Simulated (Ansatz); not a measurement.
A plane-wave DFT run in Ansatz 0.2.0 (scalar-relativistic PAW potentials unless the input names others): input and command.

```yaml
crystal:
  lattice:
    - [0.0, 2.4974461719, 2.4974461719]
    - [2.4974461719, 0.0, 2.4974461719]
    - [2.4974461719, 2.4974461719, 0.0]
  atoms:
    - { symbol: Li, position: [0.25, 0.25, 0.25] }
    - { symbol: Li, position: [0.75, 0.75, 0.75] }
    - { symbol: S, position: [0.0, 0.0, 0.0] }
basis:
  ecutwfc: 420
kpoints:
  mp_grid: { grid: [8, 8, 8] }
hamiltonian:
  xc: pbe
scf:
  occupations: { method: fixed }
  initial_density: { chi_scale: 0.1 }
output:
  forces: true
  eigenvalues: true
  stress: true
```

```bash
ansatz run input.yaml --threads 1 --pin off --max-ram 1228MiB --backend cpu --events-out ev --progress --plain --runs-dir out
```

Abridged log:
```
Basis set: ecut = 420 eV, 609 PW (Γ), exchange–correlation on 48×48×48 points (8 copies of the dense FFT grid, shifted against one another)
Bands: 10, of which v1, the nominal top of the filled ones, is band 6 counted from 1 (5 counted from 0)
Symmetry: 48 space group operations
k-points: 29 of 512
SCF iter   1: F=—  HF=-1314.526703 eV  |F-HF|=—  |Δ(HF+E_count)|=         —  Δρ=3.29e-2  dr2=3.52e-1  ethr=3.10e-3  ⟨swp⟩=4.0  Hψ=1692  notcnv=0  defer=35
SCF iter   2: F=—  HF=-1314.312489 eV  |F-HF|=—  |Δ(HF+E_count)|=   2.14e-1  Δρ=1.54e-2  dr2=6.01e-2  ethr=2.93e-3  ⟨swp⟩=2.0  Hψ=584  notcnv=0  defer=48
SCF iter   3: F=—  HF=-1314.300108 eV  |F-HF|=—  |Δ(HF+E_count)|=   1.24e-2  Δρ=2.72e-3  dr2=3.14e-3  ethr=5.01e-4  ⟨swp⟩=2.9  Hψ=433  notcnv=0  defer=52
SCF iter   4: F=—  HF=-1314.300098 eV  |F-HF|=—  |Δ(HF+E_count)|=   1.05e-5  Δρ=4.40e-4  dr2=3.52e-5  ethr=2.61e-5  ⟨swp⟩=2.0  Hψ=456  notcnv=0  defer=57
SCF iter   5: F=—  HF=-1314.300187 eV  |F-HF|=—  |Δ(HF+E_count)|=   8.95e-5  Δρ=5.74e-5  dr2=6.90e-7  ethr=2.93e-7  ⟨swp⟩=2.2  Hψ=440  notcnv=0  defer=54
SCF iter   6: F=-1314.300187 eV  HF=-1314.300187 eV  |F-HF|=3.45e-9  |Δ(HF+E_count)|=   1.12e-7  Δρ=3.51e-6  dr2=1.79e-9  ethr=8.33e-10  ⟨swp⟩=6.1  Hψ=1462  notcnv=0
SCF 1 converged in 6 iterations: F = -1314.300187 eV  dr2 = 1.79e-9
SCF converged after 6 iterations
Free energy (F): -1314.300187 eV
Harris-Foulkes:  -1314.300187 eV  (|F-HF|=3.45e-9)
Internal energy: -1314.300187 eV  (E = F + TS)
E sigma→0 (E₀):  -1314.300187 eV
Fermi energy:    5.854988 eV
--- Forces (eV/Å), atoms counted from 1 ---
  atom   1  Li     0.00000000     0.00000000     0.00000000
  atom   2  Li     0.00000000     0.00000000     0.00000000
  atom   3  S      0.00000000     0.00000000     0.00000000
--- Stress (GPa, compression-positive) ---
       34.986613       0.000000       0.000000
        0.000000      34.986613       0.000000
        0.000000       0.000000      34.986613
  P = ⅓ Tr σ = 34.9866 GPa (349.866 kbar)
```

Apart from outputs, empty bands and the relaxation, which only the reference makes, the input differs from a reference run on usual settings in scf.initial_density.chi_scale: not typed → 0.1. The reference, at the same geometry, ended its own course with pressure 34.99 GPa, largest force 0.000 eV/Å, gap on the mesh 2.84 eV. This run converged in 6 SCF iterations with an energy at zero smearing within 0.01 meV/atom of the reference's, pressure 34.99 GPa, largest force 0.000 eV/Å, gap on the mesh 2.84 eV.